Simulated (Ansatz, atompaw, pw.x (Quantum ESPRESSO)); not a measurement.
## What a changed setting does to a pw.x run (sc W)

Potential: PAW, atompaw 4.2.0.5, PBE; core [Kr] 4d10 4f14, reference 5s2 5p6 5d4 6s2 6p0; waves: 5s (bound): rc 1.20 bohr; 6s (bound): rc 2.55 bohr; 5p (bound): rc 2.25 bohr; 6p (bound, empty): rc 2.55 bohr; 5d (bound): rc 2.55 bohr; 5d channel at 0.03 Ry: rc 2.55 bohr; local part: bessel scheme, radius 1.75 bohr; core correction: smooth core density matched at 2.20 bohr; augmentation: besselshape compensation charge, radius 1.95 bohr; PAW radius 2.55 bohr; waves and projectors: custom polynom vanderbiltortho.

The reference run (k-mesh 12³, cutoffs 100/900 Ry, Fermi–Dirac 0.01 Ry, mixing_beta 0.4, conv_thr 1e-9, no spin) gives -2.61 GPa at 18.539 Å³/atom, where all-electron LAPW gives -2.09 GPa. This run, with its own iteration cap, changes mixing_mode to TF.

```
&control
  calculation='scf', prefix='x', pseudo_dir='./', outdir='./tmp', tstress=.true., disk_io='none'
/
&system
  ibrav=0, nat=1, ntyp=1, ecutwfc=100, ecutrho=900, nbnd=15,
  occupations='smearing', smearing='fd', degauss=0.01
/
&electrons
  conv_thr=1e-09, mixing_beta=0.4, electron_maxstep=50, mixing_mode='TF'
/
ATOMIC_SPECIES
W 1.0 W.UPF
CELL_PARAMETERS angstrom
  2.64664343 0.00000000 0.00000000
  0.00000000 2.64664343 0.00000000
  0.00000000 0.00000000 2.64664343
ATOMIC_POSITIONS crystal
W 0.0000 0.0000 0.0000
K_POINTS automatic
12 12 12 0 0 0
```

```bash
pw.x < W.scf.in > W.scf.out
```

Task: How does the run end?

Result: It converges in 10 iterations; the free energy moves by +0.0 meV/atom and the pressure by -0.02 GPa. The result is that of the reference run.

```
Message from routine setup:
     using ibrav=0 with symmetry is DISCOURAGED, use correct ibrav instead
     lattice parameter (alat)  =       5.0014  a.u.
     unit-cell volume          =     125.1074 (a.u.)^3
     number of electrons       =        14.00
     number of Kohn-Sham states=           15
     kinetic-energy cutoff     =     100.0000  Ry
     charge density cutoff     =     900.0000  Ry
     scf convergence threshold =      1.0E-09
     Exchange-correlation= SLA PW PBX PBC
     number of k points=    84  Fermi-Dirac smearing, width (Ry)=  0.0100
     iteration #  1     ecut=   100.00 Ry     beta= 0.40
     total energy              =    -760.15976396 Ry
     estimated scf accuracy    <       0.03009120 Ry
     iteration #  2     ecut=   100.00 Ry     beta= 0.40
     total energy              =    -760.15595223 Ry
     estimated scf accuracy    <       0.01218704 Ry
     iteration #  3     ecut=   100.00 Ry     beta= 0.40
     total energy              =    -760.15807413 Ry
     estimated scf accuracy    <       0.00049835 Ry
     iteration #  4     ecut=   100.00 Ry     beta= 0.40
     total energy              =    -760.15822598 Ry
     estimated scf accuracy    <       0.00007324 Ry
     iteration #  5     ecut=   100.00 Ry     beta= 0.40
     total energy              =    -760.15822307 Ry
     estimated scf accuracy    <       0.00002271 Ry
     iteration #  6     ecut=   100.00 Ry     beta= 0.40
     total energy              =    -760.15822876 Ry
     estimated scf accuracy    <       0.00000244 Ry
     iteration #  7     ecut=   100.00 Ry     beta= 0.40
     total energy              =    -760.15822900 Ry
     estimated scf accuracy    <          7.3E-09 Ry
     iteration #  8     ecut=   100.00 Ry     beta= 0.40
     total energy              =    -760.15822901 Ry
     estimated scf accuracy    <          5.7E-09 Ry
     iteration #  9     ecut=   100.00 Ry     beta= 0.40
     total energy              =    -760.15822901 Ry
     estimated scf accuracy    <          3.8E-09 Ry
     iteration # 10     ecut=   100.00 Ry     beta= 0.40
     the Fermi energy is    18.1069 ev
!    total energy              =    -760.15822901 Ry
     estimated scf accuracy    <          2.7E-10 Ry
     smearing contrib. (-TS)   =      -0.00275484 Ry
     The total energy is F=E-TS. E is the sum of the following terms:
     one-electron contribution =     -22.62906069 Ry
     hartree contribution      =      23.59416141 Ry
     xc contribution           =     -16.01963860 Ry
     ewald contribution        =    -111.19023339 Ry
     one-center paw contrib.   =    -633.91070291 Ry
     convergence has been achieved in  10 iterations
          total   stress  (Ry/bohr**3)                   (kbar)     P=      -26.26
     Message from routine punch:
     Nothing written, as per user request (disk_io='none')
```

The run took about 26 s on one core of a shared host (Intel(R) Xeon(R) 6975P-C, 192 threads, 1512 GiB, load 109).
